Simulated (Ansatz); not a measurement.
Runs of Ansatz 0.2.0 on HfC. Symmetry: Fm-3m, No. 225, cubic system. Conventional cell: a = 4.650 Å, b = 4.650 Å, c = 4.650 Å, α = 90.00°, β = 90.00°, γ = 90.00°. Hf (site symmetry m-3m) has 6 C at 2.33 Å as nearest neighbours. C (site symmetry m-3m) is surrounded by 6 Hf at 2.33 Å. 

| task | level | potentials or basis | spin | U | cell | k mesh | cutoff (eV) | smearing | hubbard projectors | double counting | atoms under strain | gap on the mesh (eV) | pressure (GPa) | moment (μB) |
| --- | --- | --- | --- | --- | --- | --- | --- | --- | --- | --- | --- | --- | --- | --- |
| Wannier functions | PBE+U | Ansatz PAW | SOC, no magnetisation | Hf d U = 6 eV | as given | 10 × 10 × 10 | 420 | cold 0.15 eV | all-electron-ortho-atomic | fll | - | none | - | - |
| projected density of states | PBE+D3(BJ)-ATM | Ansatz PAW | non-collinear, ferromagnetic start, SOC | - | as given | 10 × 10 × 10 | 420 | fermi-dirac 0.15 eV | - | - | - | none | -4.4 | 0.00 |
| electric field gradients | RPBE+D4 | Ansatz PAW | collinear, ferromagnetic start | - | cell strained at random at fixed volume | 8 × 7 × 8 | 420 | tetrahedron | - | - | - | none | -2.9 | 0.00 |
| elastic constants | BPBE | PseudoDojo standard (PBE files) with Ansatz NC | off | - | volume scaled by 1.15 | 8 × 8 × 8 | 1116 | fermi-dirac 0.025 eV | - | - | relaxed | none | (a) | - |
| ladder of functionals | PBE+D3(BJ)+U | PseudoDojo stringent (PBE files) | SOC, no magnetisation | Hf d U = 2 eV | as given | 10 × 10 × 10 | 1796 | gaussian 0.01 eV | all-electron-ortho-atomic | fll (the default) | - | 0.08 | -1.7 | - |

Question: Estimate the missing entries.

Answer: (a) -24.7.

Caveats: the U is typed as a test and isn't derived for this compound (some runs); pairwise dispersion overbinds metals, which lowers pressure and volume (some runs); the starting moments weren't kept (some runs); U without spin polarisation on a metal has little footing (some runs); the thresholds are loose for stress (some runs); the PAW data sets come from PBE, with cores solved anew for the run's functional, which leaves a small shift of forces and pressure (some runs); with tetrahedron occupations forces and stress needn't match the slope of the energy (some runs).

A k mesh can miss the band edges, and rows without SOC leave out spin-orbit coupling on Hf.

A gap of «none» marks a metal or a gap under the smearing width.

The runs don't all hold the same shells in valence.
